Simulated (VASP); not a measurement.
# Sb in VASP: relaxation of cell and atoms with LDA

Aim: the relaxation of cell and atoms of Sb with LDA.

All numbers are computed with VASP 6.6.1; they aren't measurements. Logs are shortened: lines on timing, memory, paths and dates and some standing lists are left out, and cuts for length are marked.

## (1) The sheet as given

The cell holds a sheet with vacuum, 2 atoms: a = 4.080 Å, b = 4.080 Å, c = 17.650 Å, α = 90.00°, β = 90.00°, γ = 120.00°.

The cell was built by a generator and needn't be a form met in nature.

## (2) Relaxation of cell and atoms, LDA

The input, INCAR:

```
PREC     = Accurate       # precision mode
ENCUT    = 600            # plane-wave cutoff, eV
EDIFF    = 1E-6           # SCF threshold, eV
ISMEAR   = 0              # smearing method
SIGMA    = 0.03           # smearing width, eV
LREAL    = F              # projectors in reciprocal space
LASPH    = T              # aspherical terms in the spheres
NELM     = 120            # most SCF steps
ALGO     = Normal         # electronic algorithm
ISIF     = 3              # what is computed and relaxed
LWAVE    = F              # write WAVECAR
LCHARG   = F              # write CHGCAR
IBRION   = 2              # ionic algorithm
NSW      = 40             # ionic steps
EDIFFG   = -0.005         # ionic threshold
LATTICE_CONSTRAINTS= .TRUE. .TRUE. .FALSE.
KPAR     = 2
```

The input, KPOINTS:

```
Automatic mesh
0
Gamma
  12 12 1
```

The input, POSCAR:

```
Sb
1.0
    4.0800000000      0.0000000000      0.0000000000
   -2.0400000000      3.5333836500      0.0000000000
    0.0000000000      0.0000000000     17.6500000000
Sb
2
Direct
    0.3333330000      0.6666670000      0.4532577900
    0.6666670000      0.3333330000      0.5467422100
```

Potentials or basis: VASP PAW LDA potentials, release 64 (Sb).

Run with:

```console
cat potpaw_LDA.64/Sb/POTCAR > POTCAR
mpirun -np 2 vasp_std > vasp.out
```

OUTCAR:

```text
PREC = Accurate
   ENCUT = 600
   EDIFF = 1E-6
   ISMEAR = 0
   LREAL = F
   LASPH = T
   NELM = 120
   ISIF = 3
   IBRION = 2
   NSW = 40
   EDIFFG = -0.005

 ion  position               nearest neighbor table
   1  0.333  0.667  0.453-   2 2.88   2 2.88   2 2.88
   2  0.667  0.333  0.547-   1 2.88   1 2.88   1 2.88

  LATTYP: Found a hexagonal cell.
 ALAT       =     4.0800000000
 C/A-ratio  =     4.3259803922

  Lattice vectors:

 A1 = (   4.0800000000,   0.0000000000,   0.0000000000)
 A2 = (  -2.0400000000,   3.5333836500,   0.0000000000)
 A3 = (   0.0000000000,   0.0000000000,  17.6500000000)

Analysis of symmetry for initial positions (statically):
=====================================================================
 Subroutine PRICEL returns:
 Original cell was already a primitive cell.

 Routine SETGRP: Setting up the symmetry group for a
 hexagonal supercell.

 Subroutine GETGRP returns: Found 12 space group operations
 (whereof 12 operations were pure point group operations)
 out of a pool of 24 trial point group operations.

The static configuration has the point symmetry D_3d.

Analysis of symmetry for dynamics (positions and initial velocities):
=====================================================================
 Subroutine PRICEL returns:
 Original cell was already a primitive cell.

 Routine SETGRP: Setting up the symmetry group for a
 hexagonal supercell.

 Subroutine GETGRP returns: Found 12 space group operations
 (whereof 12 operations were pure point group operations)
 out of a pool of 24 trial point group operations.

The dynamic configuration has the point symmetry D_3d.

 Subroutine INISYM returns: Found 12 space group operations
 (whereof 12 operations are pure point group operations),
 and found     1 'primitive' translations

----------------------------------------------------------------------------------------

                                     Primitive cell

  volume of cell :     254.4460

  direct lattice vectors                    reciprocal lattice vectors
     4.080000000  0.000000000  0.000000000     0.245098039  0.141507419  0.000000000
    -2.040000000  3.533383650  0.000000000     0.000000000  0.283014838  0.000000000
     0.000000000  0.000000000 17.650000000     0.000000000  0.000000000  0.056657224

  length of vectors
     4.080000000  4.080000002 17.650000000     0.283014838  0.283014838  0.056657224

  position of ions in fractional coordinates (direct lattice)
     0.333333000  0.666667000  0.453257790
     0.666667000  0.333333000  0.546742210

  ion indices of the primitive-cell ions
   primitive index   ion index
                 1           1
                 2           2

----------------------------------------------------------------------------------------

 KPOINTS: Automatic mesh

Automatic generation of k-mesh.
 Grid dimensions read from file:
 generate k-points for:   12   12    1

 Generating k-lattice:

  Cartesian coordinates                     Fractional coordinates (reciprocal lattice)
     0.020424837  0.011792285  0.000000000     0.083333333  0.000000000  0.000000000
     0.000000000  0.023584570  0.000000000     0.000000000  0.083333333  0.000000000
     0.000000000  0.000000000  0.056657224     0.000000000  0.000000000  1.000000000

  Length of vectors
     0.023584570  0.023584570  0.056657224

  Shift w.r.t. Gamma in fractional coordinates (k-lattice)
     0.000000000  0.000000000  0.000000000

 Subroutine IBZKPT returns following result:
 ===========================================

 Found     19 irreducible k-points:

 Following reciprocal coordinates:
            Coordinates               Weight
  0.000000  0.000000  0.000000      1.000000
  0.083333 -0.000000  0.000000      6.000000
  0.166667 -0.000000  0.000000      6.000000
  0.250000  0.000000  0.000000      6.000000
  0.333333 -0.000000  0.000000      6.000000
  0.416667  0.000000  0.000000      6.000000
[... 11 lines left out ...]
  0.333333  0.250000  0.000000     12.000000
  0.333333  0.333333  0.000000      2.000000
   k-points           NKPTS =     19   k-points in BZ     NKDIM =     19   number of bands    NBANDS=      9
   number of dos      NEDOS =    301   number of ions     NIONS =      2
   total plane-waves  NPLWV = 186624
   dimension x,y,z NGX =    36 NGY =   36 NGZ =  144
   dimension x,y,z NGXF=    72 NGYF=   72 NGZF=  288
   ions per type =               2
   NGX,Y,Z   is equivalent  to a cutoff of  14.67, 14.67, 13.56 a.u.
   NGXF,Y,Z  is equivalent  to a cutoff of  29.34, 29.34, 27.13 a.u.
 SYSTEM =  unknown system
   PREC   = accura    normal or accurate (medium, high low for compatibility)
   ISTART =      0    job   : 0-new  1-cont  2-samecut
   ICHARG =      2    charge: 1-file 2-atom 10-const
   ISPIN  =      1    spin polarized calculation?
   LNONCOLLINEAR =      F non collinear calculations
   LSORBIT =      F    spin-orbit coupling
   LASPH  =      T    aspherical Exc in radial PAW
   ENCUT  =  600.0 eV  44.10 Ry    6.64 a.u.   8.15  8.15 35.25*2*pi/ulx,y,z
   NELM   =    120;   NELMIN=  2; NELMDL= -5     # of ELM steps
   EDIFF  = 0.1E-05   stopping-criterion for ELM
   LREAL  =      F    real-space projection
   EDIFFG = -.5E-02   stopping-criterion for IOM
   NSW    =     40    number of steps for IOM
   IBRION =      2    ionic relax: 0-MD 1-quasi-New 2-CG
   NFREE  =      1    steps in history (QN), initial steepest desc. (CG)
   ISIF   =      3    stress and relaxation
   ISYM   =      2    0-nonsym 1-usesym 2-fastsym
   POTIM  = 0.5000    time-step for ionic-motion
   TEBEG  =    0.0;   TEEND  =   0.0 temperature during run
   PSTRESS=    0.0 pullay stress
   NELECT =      10.0000    total number of electrons
   NUPDOWN=      -1.0000    fix difference up-down
   EMIN   =  10.00;   EMAX   =-10.00  energy-range for DOS
   EFERMI =   0.00;   METHOD = LEGACY
   ISMEAR =     0;   SIGMA  =   0.03  broadening in eV -4-tet -1-fermi 0-gaus
   EFERMI_NEDOS =   21; number of points for ismear=-14 and -15
   IALGO  =     38    algorithm
   IMIX   =      4    mixing-type and parameters
     AMIX     =   0.40;   BMIX     =  1.00
     AMIX_MAG =   1.60;   BMIX_MAG =  1.00
  volume/ion in A,a.u.               =     127.22       858.54
  Fermi-wavevector in a.u.,A,eV,Ry     =   0.556600  1.051821  4.215128  0.309803
  Thomas-Fermi vector in A             =   1.590836
   LORBIT       =      0    0 simple, 1 ext, 2 COOP (PROOUT), +10 PAW based schemes
   GGA     = CA    functional components
   LHFCALC =     F    Hartree Fock is set to
   AEXX    =    0.0000 exact exchange contribution
   IVDW    =     0    specifies the selected vdW correction
   LEPSILON=     F    determine dielectric tensor
   LRPA    =     F    only Hartree local field effects (RPA)
 conjugate gradient relaxation of ions
 non-spin polarized calculation
 Gauss-broadening in eV      SIGMA  =   0.03
  energy-cutoff  :      600.00
  volume of cell :      254.45
 maximum number of plane-waves:      8520
 NGX is ok and might be reduce to    36
   NGX = 17   NGY = 17   NGZ = 71

--------------------------------------- Ionic step        1  -------------------------------------------

 number of electron      10.0000000 magnetization

 Free energy of the ion-electron system (eV)
  ---------------------------------------------------
  ext. energy  EPLUGINS =         0.00000000
  ---------------------------------------------------
  free energy    TOTEN  =        -9.11225452 eV

  energy without entropy =       -9.11225452  energy(sigma->0) =       -9.11225452

------------------------ aborting loop because EDIFF is reached ----------------------------------------

  FORCE on cell =-STRESS in cart. coord.  units (eV):
  Direction    XX          YY          ZZ          XY          YZ          ZX
  --------------------------------------------------------------------------------------
  -------------------------------------------------------------------------------------
  Total       -0.9257063     -0.9257063     -0.5739460      0.0000000     -0.0000000      0.0000000
  in kB       -5.8289205     -5.8289205     -3.6139815      0.0000000     -0.0000000      0.0000000
  external PRESSURE =      -5.0906075 kB  Pullay stress =       0.0000000 kB

 VOLUME and BASIS-vectors are now :
 -----------------------------------------------------------------------------
  energy-cutoff  :      600.00
  volume of cell :      254.45
      direct lattice vectors                 reciprocal lattice vectors
     4.080000000  0.000000000  0.000000000     0.245098039  0.141507419  0.000000000
    -2.040000000  3.533383650  0.000000000     0.000000000  0.283014838  0.000000000
     0.000000000  0.000000000 17.650000000     0.000000000  0.000000000  0.056657224
[... 109 lines left out ...]
 POSITION                                       TOTAL-FORCE (eV/Angst)
 -----------------------------------------------------------------------------------
     -0.00000      2.31650      8.00781        -0.000000      0.000000     -0.039003
      2.00615      1.15825      9.64219         0.000000     -0.000000      0.039003
 -----------------------------------------------------------------------------------
    total drift:                               -0.000000     -0.000000      0.000000

  FREE ENERGIE OF THE ION-ELECTRON SYSTEM (eV)
  ---------------------------------------------------
  free  energy   TOTEN  =        -9.1309828748 eV

  energy  without entropy=       -9.1309828748  energy(sigma->0) =       -9.13098287

--------------------------------------- Ionic step        5  -------------------------------------------

 number of electron      10.0000000 magnetization

 Free energy of the ion-electron system (eV)
  ---------------------------------------------------
  ext. energy  EPLUGINS =         0.00000000
  ---------------------------------------------------
  free energy    TOTEN  =        -9.13114711 eV

  energy without entropy =       -9.13114711  energy(sigma->0) =       -9.13114711

 E-fermi :  -1.9052     XC(G=0):  -3.1879

 val. band max:       -2.0811324131   @ k =   0.0000   0.0000   0.0000
 cond. band min:      -1.0224877514   @ k =   0.3333  -0.0000   0.0000
 fundamental gap:      1.0586446617
 Fermi energy:        -1.9051815378

 k-point     1 :       0.0000    0.0000    0.0000
  band No.  band energies     occupation
      1     -13.9275      2.00000
      2      -8.6625      2.00000
      3      -2.9998      2.00000
      4      -2.0812      2.00000
      5      -2.0811      2.00000
      6      -0.4159      0.00000
      7       0.7460      0.00000
      8       0.7461      0.00000
      9       2.2124      0.00000

 k-point     2 :       0.0833   -0.0000    0.0000
  band No.  band energies     occupation
      1     -13.8474      2.00000
      2      -8.6462      2.00000
      3      -2.9552      2.00000
      4      -2.8853      2.00000
      5      -2.2727      2.00000
      6       0.0676      0.00000
      7       0.6687      0.00000
      8       0.9259      0.00000
      9       2.3284      0.00000
[... 224 lines left out ...]
 POSITION                                       TOTAL-FORCE (eV/Angst)
 -----------------------------------------------------------------------------------
     -0.00000      2.31287      8.00464        -0.000000      0.000000      0.000147
      2.00301      1.15643      9.64536         0.000000     -0.000000     -0.000147
 -----------------------------------------------------------------------------------
    total drift:                               -0.000000     -0.000000      0.000000

  FREE ENERGIE OF THE ION-ELECTRON SYSTEM (eV)
  ---------------------------------------------------
  free  energy   TOTEN  =        -9.1311471060 eV

  energy  without entropy=       -9.1311471060  energy(sigma->0) =       -9.13114711

 reached required accuracy - stopping structural energy minimisation
```

Wall time 63 s (2 MPI ranks of Intel Xeon 6975P-C (Granite Rapids), shared host); peak memory 0.35 GiB.

What came out:

```yaml
Free_energy: -9.1311 eV
Relaxed_volume: 122.65 Å³/atom
Relaxed_cell: a = 4.006 Å, b = 4.006 Å, c = 17.650 Å, α = 90.00°, β = 90.00°, γ = 120.00°
Space_group_after_relaxing_to_0.05_Å: P-3m1 (No. 164)
Energy_gained_by_relaxing: 9.4 meV/atom
Ionic_steps: 5
Band_gap_on_the_k_mesh: 1.06 eV, indirect (least direct gap 1.67 eV)
```

The path:
| step | energy change (eV) | largest force (eV/Å) | pressure (GPa) | volume (Å³) |
| --- | --- | --- | --- | --- |
| 1 | 0.0000 | 0.3464 | -0.51 | 254.45 |
| 2 | -0.0134 | 0.3132 | 0.29 | 243.21 |
| 3 | -0.0182 | 0.0805 | 0.00 | 246.89 |
| 4 | -0.0187 | 0.0390 | 0.00 | 246.07 |
| 5 | -0.0189 | 0.0001 | 0.00 | 245.30 |

Final structure:
```cif
data_structure
_symmetry_space_group_name_H-M 'P 1'
_symmetry_Int_Tables_number 1
_cell_length_a 4.0060
_cell_length_b 4.0060
_cell_length_c 17.6500
_cell_angle_alpha 90.000
_cell_angle_beta 90.000
_cell_angle_gamma 120.000
_cell_volume 245.30
loop_
_atom_site_label
_atom_site_type_symbol
_atom_site_fract_x
_atom_site_fract_y
_atom_site_fract_z
_atom_site_occupancy
Sb1 Sb 0.33333 0.66667 0.45352 1
Sb2 Sb 0.66667 0.33333 0.54648 1
```

Caveat: spin-orbit coupling is left out, which moves the levels of the heavy elements. As with any semilocal functional, this LDA gap is likely too small.
